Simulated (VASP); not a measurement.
The system is MgS (Niningerite).

```
S Mg
1.0
     0.00000    2.60165    2.60165
     2.60165    0.00000    2.60165
     2.60165    2.60165    0.00000
S Mg
1 1
Cartesian
  2.6016 2.6016 2.6016
  0.0000 0.0000 0.0000
```

Base run:

- Program: VASP 6.6.1
- Functional: r2SCAN-EpsX
- Potentials or basis: VASP PAW PBE potentials, release 64 (S, Mg)
- Cutoff: 520 eV
- k mesh: 6 × 6 × 6
- Occupations: gaussian, width 0.02 eV
- Spin: no spin polarisation

Its results: band gap on the k mesh 4.52 eV, indirect (least direct gap 5.68 eV); pressure -1.1 GPa.

Task: The run is repeated on the same cell with these changes: functional from r2SCAN-EpsX to HSE06. What comes out?

Result: Band gap on the k mesh 3.77 eV, indirect (least direct gap 4.81 eV); pressure -0.7 GPa.

Caveats: the PAW data sets were made with another functional, which shifts forces and pressure a little.

Not every run made on this cell is shown here.
